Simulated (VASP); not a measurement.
# W (P6_3/mmc) in VASP: a series of runs

Runs on W. Level: r2SCAN. Tasks: single point, relaxation of cell and atoms.

Program: VASP 6.6.1. These are calculated values, not measurements. Logs are shortened: lines on timing, memory, paths and dates and some standing lists are left out, and cuts for length are marked.

## 1. Starting point

It takes space group P6_3/mmc (No. 194, hexagonal). The conventional cell has a = 2.773 Å, b = 2.773 Å, c = 4.975 Å, α = 90.00°, β = 90.00°, γ = 120.00°. W (site symmetry -6m2) is surrounded by 12 W at 2.77 to 2.96 Å.

The cell was built by a generator and needn't be a form met in nature.

## 2. Single point, r2SCAN

The input, POSCAR:

```
W
1.0
    2.7733427180      0.0000000000      0.0000000000
   -1.3866713590      2.4017852472      0.0000000000
    0.0000000000      0.0000000000      4.9749575599
W
2
Direct
    0.3333333333      0.6666666667      0.2500000000
    0.6666666667      0.3333333333      0.7500000000
```

The input, INCAR.step1:

```
SYSTEM = W
  ALGO = Normal
  EDIFF = 1E-4
  ENCUT = 520
  GGA = PE
  ISMEAR = 1
  LASPH = .TRUE.
  LCHARG = .FALSE.
  LREAL = .FALSE.
  LWAVE = .TRUE.
  NBANDS = 21
  NELM = 100
  PREC = Accurate
  SIGMA = 0.1
```

The input, INCAR.step2:

```
SYSTEM = W
  ALGO = Normal
  EDIFF = 1E-6
  ENCUT = 520
  ISIF = 2
  ISMEAR = 1
  ISTART = 1
  LASPH = .TRUE.
  LCHARG = .FALSE.
  LMIXTAU = .TRUE.
  LREAL = .FALSE.
  LWAVE = .FALSE.
  METAGGA = R2SCAN
  NBANDS = 21
  NELM = 100
  PREC = Accurate
  SIGMA = 0.1
```

The input, KPOINTS:

```
k-points
0
G
  9 9 5
  0 0 0
```

Potentials or basis: VASP PAW PBE potentials, release 64 (W_sv).

Run with:

```sh
$ cat potpaw_PBE.64/W_sv/POTCAR > POTCAR
$ cp INCAR.step1 INCAR
$ mpirun -np 1 vasp_std > vasp.out
$ cp INCAR.step2 INCAR
$ mpirun -np 1 vasp_std > vasp.out
```

OUTCAR:

```text
SYSTEM = W
   EDIFF = 1E-6
   ENCUT = 520
   ISIF = 2
   ISMEAR = 1
   ISTART = 1
   LASPH = .TRUE.
   LREAL = .FALSE.
   METAGGA = R2SCAN
   NELM = 100
   PREC = Accurate

 ion  position               nearest neighbor table
   1  0.333  0.667  0.250-   2 2.96   2 2.96   2 2.96   2 2.96   2 2.96   2 2.96
   2  0.667  0.333  0.750-   1 2.96   1 2.96   1 2.96   1 2.96   1 2.96   1 2.96

  LATTYP: Found a hexagonal cell.
 ALAT       =     2.7733427180
 C/A-ratio  =     1.7938488192

  Lattice vectors:

 A1 = (   2.7733427180,   0.0000000000,   0.0000000000)
 A2 = (  -1.3866713590,   2.4017852472,   0.0000000000)
 A3 = (   0.0000000000,   0.0000000000,   4.9749575599)

Analysis of symmetry for initial positions (statically):
=====================================================================
 Subroutine PRICEL returns:
 Original cell was already a primitive cell.

 Routine SETGRP: Setting up the symmetry group for a
 hexagonal supercell.

 Subroutine GETGRP returns: Found 24 space group operations
 (whereof 12 operations were pure point group operations)
 out of a pool of 24 trial point group operations.

The static configuration has the point symmetry D_3d.
 The point group associated with its full space group is D_6h.

Analysis of symmetry for dynamics (positions and initial velocities):
=====================================================================
 Subroutine PRICEL returns:
 Original cell was already a primitive cell.

 Routine SETGRP: Setting up the symmetry group for a
 hexagonal supercell.

 Subroutine GETGRP returns: Found 24 space group operations
 (whereof 12 operations were pure point group operations)
 out of a pool of 24 trial point group operations.

The dynamic configuration has the point symmetry D_3d.
 The point group associated with its full space group is D_6h.

 Subroutine INISYM returns: Found 24 space group operations
 (whereof 12 operations are pure point group operations),
 and found     1 'primitive' translations

----------------------------------------------------------------------------------------

                                     Primitive cell

  volume of cell :      33.1381

  direct lattice vectors                    reciprocal lattice vectors
     2.773342718  0.000000000  0.000000000     0.360575703  0.208178479  0.000000000
    -1.386671359  2.401785247  0.000000000     0.000000000  0.416356958  0.000000000
     0.000000000  0.000000000  4.974957560     0.000000000  0.000000000  0.201006740

  length of vectors
     2.773342718  2.773342718  4.974957560     0.416356958  0.416356958  0.201006740

  position of ions in fractional coordinates (direct lattice)
     0.333333333  0.666666667  0.250000000
     0.666666667  0.333333333  0.750000000

  ion indices of the primitive-cell ions
   primitive index   ion index
                 1           1
                 2           2

----------------------------------------------------------------------------------------

 KPOINTS: k-points

Automatic generation of k-mesh.
 Grid dimensions read from file:
 generate k-points for:    9    9    5

 Generating k-lattice:

  Cartesian coordinates                     Fractional coordinates (reciprocal lattice)
     0.040063967  0.023130942  0.000000000     0.111111111  0.000000000  0.000000000
     0.000000000  0.046261884  0.000000000     0.000000000  0.111111111  0.000000000
     0.000000000  0.000000000  0.040201348     0.000000000  0.000000000  0.200000000

  Length of vectors
     0.046261884  0.046261884  0.040201348

  Shift w.r.t. Gamma in fractional coordinates (k-lattice)
     0.000000000  0.000000000  0.000000000

 Subroutine IBZKPT returns following result:
 ===========================================

 Found     36 irreducible k-points:

 Following reciprocal coordinates:
            Coordinates               Weight
  0.000000  0.000000  0.000000      1.000000
  0.111111  0.000000  0.000000      6.000000
  0.222222  0.000000  0.000000      6.000000
  0.333333 -0.000000  0.000000      6.000000
  0.444444  0.000000  0.000000      6.000000
  0.111111  0.111111  0.000000      6.000000
[... 16 lines left out ...]
  0.333333  0.222222  0.200000     24.000000
  0.333333  0.333333  0.200000      4.000000
 [... further k-points ...]
   k-points           NKPTS =     36   k-points in BZ     NKDIM =     36   number of bands    NBANDS=     21
   number of dos      NEDOS =    301   number of ions     NIONS =      2
   total plane-waves  NPLWV =  23040
   dimension x,y,z NGX =    24 NGY =   24 NGZ =   40
   dimension x,y,z NGXF=    48 NGYF=   48 NGZF=   80
   ions per type =               2
   NGX,Y,Z   is equivalent  to a cutoff of  14.39, 14.39, 13.37 a.u.
   NGXF,Y,Z  is equivalent  to a cutoff of  28.77, 28.77, 26.73 a.u.
 SYSTEM =  W
   PREC   = accura    normal or accurate (medium, high low for compatibility)
   ISTART =      1    job   : 0-new  1-cont  2-samecut
   ICHARG =      0    charge: 1-file 2-atom 10-const
   ISPIN  =      1    spin polarized calculation?
   LNONCOLLINEAR =      F non collinear calculations
   LSORBIT =      F    spin-orbit coupling
   LASPH  =      T    aspherical Exc in radial PAW
   ENCUT  =  520.0 eV  38.22 Ry    6.18 a.u.   5.16  5.16  9.25*2*pi/ulx,y,z
   NELM   =    100;   NELMIN=  2; NELMDL=  0     # of ELM steps
   EDIFF  = 0.1E-05   stopping-criterion for ELM
   LREAL  =      F    real-space projection
   EDIFFG = 0.1E-04   stopping-criterion for IOM
   NSW    =      0    number of steps for IOM
   IBRION =     -1    ionic relax: 0-MD 1-quasi-New 2-CG
   NFREE  =      0    steps in history (QN), initial steepest desc. (CG)
   ISIF   =      2    stress and relaxation
   ISYM   =      2    0-nonsym 1-usesym 2-fastsym
   POTIM  = 0.5000    time-step for ionic-motion
   TEBEG  =    0.0;   TEEND  =   0.0 temperature during run
   PSTRESS=    0.0 pullay stress
   NELECT =      28.0000    total number of electrons
   NUPDOWN=      -1.0000    fix difference up-down
   EMIN   =  10.00;   EMAX   =-10.00  energy-range for DOS
   EFERMI =   0.00;   METHOD = LEGACY
   ISMEAR =     1;   SIGMA  =   0.10  broadening in eV -4-tet -1-fermi 0-gaus
   EFERMI_NEDOS =   21; number of points for ismear=-14 and -15
   IALGO  =     38    algorithm
   IMIX   =      4    mixing-type and parameters
     AMIX     =   0.40;   BMIX     =  1.00
     AMIX_MAG =   1.60;   BMIX_MAG =  1.00
  volume/ion in A,a.u.               =      16.57       111.81
  Fermi-wavevector in a.u.,A,eV,Ry     =   1.547694  2.924718 32.590813  2.395357
  Thomas-Fermi vector in A             =   2.652751
   LORBIT       =      0    0 simple, 1 ext, 2 COOP (PROOUT), +10 PAW based schemes
   METAGGA = R2SCAN    functional components
   LHFCALC =     F    Hartree Fock is set to
   AEXX    =    0.0000 exact exchange contribution
   IVDW    =     0    specifies the selected vdW correction
   LEPSILON=     F    determine dielectric tensor
   LRPA    =     F    only Hartree local field effects (RPA)
 non-spin polarized calculation
 Methfessel and Paxton  Order N= 1 SIGMA  =   0.10
  energy-cutoff  :      520.00
  volume of cell :       33.14
 maximum number of plane-waves:       907
 NGX is ok and might be reduce to    24
   NGX = 11   NGY = 11   NGZ = 19

 number of electron      28.0000000 magnetization

 Free energy of the ion-electron system (eV)
  ---------------------------------------------------
  ext. energy  EPLUGINS =         0.00000000
  ---------------------------------------------------
  free energy    TOTEN  =      -101.56628260 eV

  energy without entropy =     -101.56595351  energy(sigma->0) =     -101.56617290

 E-fermi :  10.3341     XC(G=0): -14.6544

 val. band max:       10.2457274803   @ k =   0.3333   0.1111   0.0000
 cond. band min:      10.3384696361   @ k =   0.1111   0.0000   0.4000
 fundamental gap:      0.0927421558
 Fermi energy:        10.3341389770

 k-point     1 :       0.0000    0.0000    0.0000
  band No.  band energies     occupation
      1     -65.4273      2.00000
      2     -65.3524      2.00000
      3     -29.4923      2.00000
      4     -28.5661      2.00000
      5     -28.3458      2.00000
      6     -28.3458      2.00000
[... 13 lines left out ...]
     20      14.8428      0.00000
     21      19.3826      0.00000

 k-point     2 :       0.1111    0.0000    0.0000
  band No.  band energies     occupation
      1     -65.4120      2.00000
      2     -65.3412      2.00000
      3     -29.4473      2.00000
      4     -28.5705      2.00000
      5     -28.4943      2.00000
      6     -28.4053      2.00000
[... 13 lines left out ...]
     20      15.9500      0.00000
     21      19.2793      0.00000

 k-point     3 :       0.2222    0.0000    0.0000
  band No.  band energies     occupation
      1     -65.3728      2.00000
      2     -65.3133      2.00000
      3     -29.3253      2.00000
      4     -28.8638      2.00000
      5     -28.7702      2.00000
      6     -28.5891      2.00000
[... 13 lines left out ...]
     20      17.9796      0.00000
     21      18.8513      0.00000

 k-point     4 :       0.3333   -0.0000    0.0000
  band No.  band energies     occupation
      1     -65.3262      2.00000
      2     -65.2831      2.00000
      3     -29.2718      2.00000
      4     -29.1630      2.00000
      5     -29.1614      2.00000
      6     -28.6325      2.00000
[... 13 lines left out ...]
     20      18.4350      0.00000
     21      19.9178      0.00000

 k-point     5 :       0.4444    0.0000    0.0000
  band No.  band energies     occupation
      1     -65.2931      2.00000
      2     -65.2658      2.00000
      3     -29.5304      2.00000
      4     -29.4058      2.00000
      5     -29.0245      2.00000
      6     -28.6927      2.00000
[... 13 lines left out ...]
     20      18.4326      0.00000
     21      21.0250      0.00000
[... 382 lines left out ...]
     20      18.7508      0.00000
     21      21.3675      0.00000

 k-point    22 :       0.2222    0.2222    0.2000
  band No.  band energies     occupation
      1     -65.3013      2.00000
      2     -65.2742      2.00000
      3     -29.2817      2.00000
      4     -29.2755      2.00000
      5     -28.9847      2.00000
      6     -28.7940      2.00000
[... 13 lines left out ...]
     20      18.4955      0.00000
     21      21.1843      0.00000

 k-point    23 :       0.3333    0.2222    0.2000
  band No.  band energies     occupation
      1     -65.2753      2.00000
      2     -65.2616      2.00000
      3     -29.3928      2.00000
      4     -29.3145      2.00000
      5     -28.9808      2.00000
      6     -28.8826      2.00000
[... 13 lines left out ...]
     20      19.0782      0.00000
     21      20.9549      0.00000

 k-point    24 :       0.3333    0.3333    0.2000
  band No.  band energies     occupation
      1     -65.2617      2.00000
      2     -65.2617      2.00000
      3     -29.2372      2.00000
      4     -29.2011      2.00000
      5     -29.2011      2.00000
      6     -29.0518      2.00000
[... 13 lines left out ...]
     20      18.3213      0.00000
     21      20.5763      0.00000

 [... further k-points ...]

------------------------ aborting loop because EDIFF is reached ----------------------------------------

  FORCE on cell =-STRESS in cart. coord.  units (eV):
  Direction    XX          YY          ZZ          XY          YZ          ZX
  --------------------------------------------------------------------------------------
  -------------------------------------------------------------------------------------
  Total       -0.7706086     -0.7706086     -0.6907780     -0.0000000      0.0000000      0.0000000
  in kB      -37.2578100    -37.2578100    -33.3981149     -0.0000000      0.0000000      0.0000000
  external PRESSURE =     -35.9712450 kB  Pullay stress =       0.0000000 kB

 VOLUME and BASIS-vectors are now :
 -----------------------------------------------------------------------------
  energy-cutoff  :      520.00
  volume of cell :       33.14
      direct lattice vectors                 reciprocal lattice vectors
     2.773342718  0.000000000  0.000000000     0.360575703  0.208178479  0.000000000
    -1.386671359  2.401785247  0.000000000     0.000000000  0.416356958  0.000000000
     0.000000000  0.000000000  4.974957560     0.000000000  0.000000000  0.201006740

 POSITION                                       TOTAL-FORCE (eV/Angst)
 -----------------------------------------------------------------------------------
     -0.00000      1.60119      1.24374        -0.000000     -0.000000      0.000000
      1.38667      0.80060      3.73122         0.000000      0.000000      0.000000
 -----------------------------------------------------------------------------------
    total drift:                               -0.000000      0.000000     -0.000000

  FREE ENERGIE OF THE ION-ELECTRON SYSTEM (eV)
  ---------------------------------------------------
  free  energy   TOTEN  =      -101.5662825994 eV

  energy  without entropy=     -101.5659535150  energy(sigma->0) =     -101.56617290
```

It took 58 s on 1 thread of Intel Xeon Platinum 8488C (Sapphire Rapids), shared host; peak memory 0.17 GiB.

Results:

```
Free energy            : -101.5663 eV
Pressure               : -3.6 GPa
Band gap on the k mesh : none (metal or under the smearing width)
```

Caveat: the PAW data sets were made with another functional, which shifts forces and pressure a little.

## 3. Single point, r2SCAN

This run uses another cell than the first one, of 16.32 Å³/atom, 0.985 times its volume.

The input, POSCAR:

```
W
1.0
    2.7596130737      0.0000000000      0.0000000000
   -1.3798065369      2.3898950265      0.0000000000
    0.0000000000      0.0000000000      4.9503286537
W
2
Direct
    0.3333333333      0.6666666667      0.2500000000
    0.6666666667      0.3333333333      0.7500000000
```

The input, INCAR.step1:

```
SYSTEM = W
ALGO = Normal ; EDIFF = 1E-4
ENCUT = 520 ; GGA = PE
ISMEAR = 1 ; LASPH = .True.
LCHARG = .False. ; LREAL = .False.
LWAVE = .True. ; NBANDS = 21
NELM = 100 ; PREC = Accurate
SIGMA = 0.1
```

The input, INCAR.step2:

```
SYSTEM = W
ALGO = Normal ; EDIFF = 1E-7
ENCUT = 520 ; ISIF = 2
ISMEAR = 1 ; ISTART = 1
LASPH = .True. ; LCHARG = .False.
LMIXTAU = .True. ; LREAL = .False.
LWAVE = .False. ; METAGGA = R2SCAN
NBANDS = 21 ; NELM = 100
PREC = Accurate ; SIGMA = 0.1
```

The input, KPOINTS:

```
k-points
0
Gamma
  9 9 5
  0 0 0
```

Potentials or basis: VASP PAW PBE potentials, release 64 (W_sv).

Run with:

```sh
$ cat potpaw_PBE.64/W_sv/POTCAR > POTCAR
$ cp INCAR.step1 INCAR
$ mpirun -np 1 vasp_std > vasp.out
$ cp INCAR.step2 INCAR
$ mpirun -np 1 vasp_std > vasp.out
```

OUTCAR:

```text
SYSTEM = W
   EDIFF = 1E-7
   ENCUT = 520
   ISIF = 2
   ISMEAR = 1
   ISTART = 1
   LASPH = .True.
   LREAL = .False.
   METAGGA = R2SCAN
   NELM = 100
   PREC = Accurate

 ion  position               nearest neighbor table
   1  0.333  0.667  0.250-   2 2.94   2 2.94   2 2.94   2 2.94   2 2.94   2 2.94
   2  0.667  0.333  0.750-   1 2.94   1 2.94   1 2.94   1 2.94   1 2.94   1 2.94

  LATTYP: Found a hexagonal cell.
 ALAT       =     2.7596130737
 C/A-ratio  =     1.7938488192

  Lattice vectors:

 A1 = (   2.7596130737,   0.0000000000,   0.0000000000)
 A2 = (  -1.3798065369,   2.3898950265,   0.0000000000)
 A3 = (   0.0000000000,   0.0000000000,   4.9503286537)

Analysis of symmetry for initial positions (statically):
=====================================================================
 Subroutine PRICEL returns:
 Original cell was already a primitive cell.

 Routine SETGRP: Setting up the symmetry group for a
 hexagonal supercell.

 Subroutine GETGRP returns: Found 24 space group operations
 (whereof 12 operations were pure point group operations)
 out of a pool of 24 trial point group operations.

The static configuration has the point symmetry D_3d.
[... 162 lines left out ...]

  energy without entropy =     -101.57017423  energy(sigma->0) =     -101.57021648

 E-fermi :  10.5252     XC(G=0): -14.7499

 val. band max:       10.4353324941   @ k =   0.3333   0.1111   0.0000
 cond. band min:      10.5324865846   @ k =   0.1111   0.0000   0.4000
 fundamental gap:      0.0971540905
 Fermi energy:        10.5251795917

 k-point     1 :       0.0000    0.0000    0.0000
  band No.  band energies     occupation
      1     -65.1993      2.00000
      2     -65.1191      2.00000
      3     -29.2964      2.00000
      4     -28.3208      2.00000
      5     -28.0988      2.00000
      6     -28.0988      2.00000
[... 565 lines left out ...]
     20      18.6638      0.00000
     21      20.9399      0.00000

 [... further k-points ...]

------------------------ aborting loop because EDIFF is reached ----------------------------------------

  FORCE on cell =-STRESS in cart. coord.  units (eV):
  Direction    XX          YY          ZZ          XY          YZ          ZX
  --------------------------------------------------------------------------------------
  -------------------------------------------------------------------------------------
  Total        0.2075403      0.2075403      0.1349944     -0.0000000      0.0000000      0.0000000
  in kB       10.1847864     10.1847864      6.6246863     -0.0000000      0.0000000      0.0000000
  external PRESSURE =       8.9980864 kB  Pullay stress =       0.0000000 kB

 VOLUME and BASIS-vectors are now :
 -----------------------------------------------------------------------------
  energy-cutoff  :      520.00
  volume of cell :       32.65
      direct lattice vectors                 reciprocal lattice vectors
     2.759613074  0.000000000  0.000000000     0.362369641  0.209214210  0.000000000
    -1.379806537  2.389895027  0.000000000     0.000000000  0.418428420  0.000000000
     0.000000000  0.000000000  4.950328654     0.000000000  0.000000000  0.202006790

 POSITION                                       TOTAL-FORCE (eV/Angst)
 -----------------------------------------------------------------------------------
     -0.00000      1.59326      1.23758        -0.000000      0.000000      0.000000
      1.37981      0.79663      3.71275         0.000000     -0.000000      0.000000
 -----------------------------------------------------------------------------------
    total drift:                               -0.000000      0.000000     -0.000000

  FREE ENERGIE OF THE ION-ELECTRON SYSTEM (eV)
  ---------------------------------------------------
  free  energy   TOTEN  =      -101.5702376092 eV

  energy  without entropy=     -101.5701742324  energy(sigma->0) =     -101.57021648
```

OSZICAR.step1:

```text
N       E                     dE             d eps       ncg     rms          rms(c)
DAV:   1     0.288262117464E+03    0.28826E+03   -0.17178E+04  1512   0.157E+03
DAV:   2    -0.165686615441E+02   -0.30483E+03   -0.29750E+03  1612   0.461E+02
DAV:   3    -0.260132351915E+02   -0.94446E+01   -0.92030E+01  1728   0.815E+01
DAV:   4    -0.261107206808E+02   -0.97485E-01   -0.97419E-01  1612   0.876E+00
DAV:   5    -0.261116871722E+02   -0.96649E-03   -0.96648E-03  1717   0.901E-01    0.276E+01
DAV:   6    -0.251617827602E+02    0.94990E+00   -0.11668E+00  1632   0.104E+01    0.110E+01
DAV:   7    -0.249106831714E+02    0.25110E+00   -0.62235E-01  1685   0.699E+00    0.737E-01
DAV:   8    -0.249015116992E+02    0.91715E-02   -0.13217E-02  1562   0.107E+00    0.108E-01
DAV:   9    -0.249015142784E+02   -0.25791E-05   -0.29309E-04  1689   0.149E-01
   1 F= -.24901514E+02 E0= -.24900860E+02  d E =-.196265E-02
```

It took 72 s on 1 thread of Intel Xeon Platinum 8488C (Sapphire Rapids), shared host; peak memory 0.17 GiB.

What came out:

```yaml
Free_energy: -101.5702 eV
Pressure: 0.9 GPa
Band_gap_on_the_k_mesh: none (metal or under the smearing width)
```

Caveat: the PAW data sets were made with another functional, which shifts forces and pressure a little. Spin-orbit coupling is left out, which matters for the levels of W.

(Part 1 of 2 ends here.)
